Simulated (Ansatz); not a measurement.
BN under changes of volume

One of the cells (8.967 Å³/atom); the others are scaled copies at fixed shape and fractional positions:

```
N B
1.0
     2.49824    0.00000    0.00000
    -1.24912    2.16354    0.00000
     0.00000    0.00000    6.63570
N B
2 2
Direct
  0.66667 0.33333 0.25000
  0.33333 0.66667 0.75000
  0.66667 0.33333 0.75000
  0.33333 0.66667 0.25000
```

| Property | Result |
| --- | --- |
| Program | Ansatz 0.2.0 |
| Functional | PBE |
| Potentials or basis | Ansatz PAW |
| Cutoff | 420 eV (not typed: the program's choice for these potentials) |
| k mesh | 12 × 12 × 4 |
| Occupations | fermi-dirac, width 0.05 eV |
| Spin | no spin polarisation |

```csv
volume (Å³/atom),energy over the lowest point (meV/atom),pressure (GPa),gap on the mesh (eV)
8.429,48.07,22.6,4.36
8.608,26.41,16.2,4.34
8.787,11.54,10.4,4.32
8.967,?,?,?
9.146,0.00,0.2,4.27
9.325,2.30,-4.2,4.25
9.505,9.35,-8.3,4.22
```

Question: What does the run at 8.967 Å³/atom give?

Answer: Energy over the lowest point 2.94 meV/atom; pressure 5.1 GPa; gap on the mesh 4.29 eV.

Worked out: A Birch-Murnaghan fit of order 3 (a polynomial in V^(-2/3)) to the other rows has its minimum at 9.15 Å³/atom with B0 = V·E''(V) = 236 GPa and B' = 3.7 at fixed shape and positions, which overstates the stiffness. It gives 2.91 meV/atom at 8.967 Å³/atom, against the run's 2.94, and -dE/dV = 5.1 GPa, against 5.1. A straight line through the other rows of the gap, of slope -1.16 eV per unit of ln V, gives 4.29 eV, against the run's 4.29.

Energies are extrapolated to zero smearing.

Caveats: this functional lacks dispersion, which binds the layers, so the pressure and a relaxed spacing across them are unreliable.

A mesh can miss the band edges.
